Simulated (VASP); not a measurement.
TiCo3: relaxation of cell and atoms with BLYP+D4

Crystal: TiCo3.

```
CELL_PARAMETERS angstrom
3.57100 0.00000 0.00000
0.00000 3.57100 0.00000
0.00000 0.00000 3.57100
ATOMIC_POSITIONS crystal
Co 0.50000 0.50000 0.00000
Co 0.50000 0.00000 0.50000
Co 0.00000 0.50000 0.50000
Ti 0.00000 0.00000 0.00000
```

* Program: VASP 6.6.1
* Task: relaxation of cell and atoms
* Functional: BLYP
* Dispersion: D4
* Potentials or basis: VASP PAW PBE potentials, release 64 (Co, Ti_sv)
* Cutoff: 600 eV
* k mesh: 8 × 8 × 8
* Occupations: fermi-dirac, width 0.05 eV
* Spin: collinear spin, ferromagnetic start
* Starting moments: [2.0, 2.0, 2.0, 1.0] μB
* Further INCAR settings: ALGO = Normal; EDIFF = 1e-07; IBRION = 2; EDIFFG = -0.005; NSW = 60; ISIF = 3

| Property | Result |
| --- | --- |
| Relaxed volume | 11.30 Å³/atom |
| Relaxed cell | a = 3.563 Å, b = 3.563 Å, c = 3.563 Å, α = 90.00°, β = 90.00°, γ = 90.00° |
| Space group after relaxing (to 0.05 Å) | Pm-3m (No. 221) |
| Energy gained by relaxing | 0.4 meV/atom |
| Ionic steps | 3 |
| Pressure after relaxing | 0.0 GPa |
| Band gap on the k mesh | none (metal or under the smearing width) |
| Net moment | 0.00 μB per cell |
| Valence electrons inside the program's atomic spheres | Co 8.41; Ti 10.47 |
| Dispersion energy per atom | -0.739 eV |

The path:
```csv
step,energy change (eV),largest force (eV/Å),pressure (GPa),volume (Å³)
1,0.0000,0.0000,-1.53,45.54
2,0.0008,0.0000,1.95,44.82
3,-0.0015,0.0000,-0.01,45.22
```

Final structure:
```yaml
crystal:
  lattice:
    - [3.56261, 0.00000, 0.00000]
    - [0.00000, 3.56261, 0.00000]
    - [0.00000, 0.00000, 3.56261]
  atoms:
    - { symbol: Co, position: [0.50000, 0.50000, 0.00000] }
    - { symbol: Co, position: [0.50000, 0.00000, 0.50000] }
    - { symbol: Co, position: [0.00000, 0.50000, 0.50000] }
    - { symbol: Ti, position: [0.00000, 0.00000, 0.00000] }
```

Levels at points of the mesh, in eV from the Fermi level:
Spin up:
```csv
k point,band 18,band 19,band 20,band 21,band 22,band 23
"(0.00, 0.00, 0.00)",0.74,0.74,0.74,2.50,2.50,3.39
"(0.50, 0.00, 0.00)",-0.59,-0.50,0.06,0.74,1.16,1.16
"(0.50, 0.50, 0.00)",-0.82,-0.82,-0.44,-0.32,1.65,1.65
"(0.50, 0.50, 0.50)",0.51,0.51,0.51,1.07,1.07,1.07
```
Spin down:
| k point | band 17 | band 18 | band 19 | band 20 | band 21 | band 22 | band 23 | band 24 |
| --- | --- | --- | --- | --- | --- | --- | --- | --- |
| (0.00, 0.00, 0.00) | 0.46 | 0.74 | 0.74 | 0.74 | 2.50 | 2.50 | 3.39 | 3.39 |
| (0.50, 0.00, 0.00) | -0.59 | -0.59 | -0.50 | 0.06 | 0.74 | 1.16 | 1.16 | 1.91 |
| (0.50, 0.50, 0.00) | -0.88 | -0.82 | -0.82 | -0.44 | -0.32 | 1.65 | 1.65 | 2.18 |
| (0.50, 0.50, 0.50) | 0.27 | 0.51 | 0.51 | 0.51 | 1.07 | 1.07 | 1.07 | 2.16 |

Run time: 3.9 min on 1 thread of Intel(R) Xeon(R) 6975P-C (Granite Rapids) (shared host), peak memory 0.24 GiB.

Caveat: the starting moments collapsed, and a magnetic state may lie lower; the PAW data sets were made with another functional, which shifts forces and pressure a little; pairwise dispersion overbinds metals, which lowers pressure and volume.
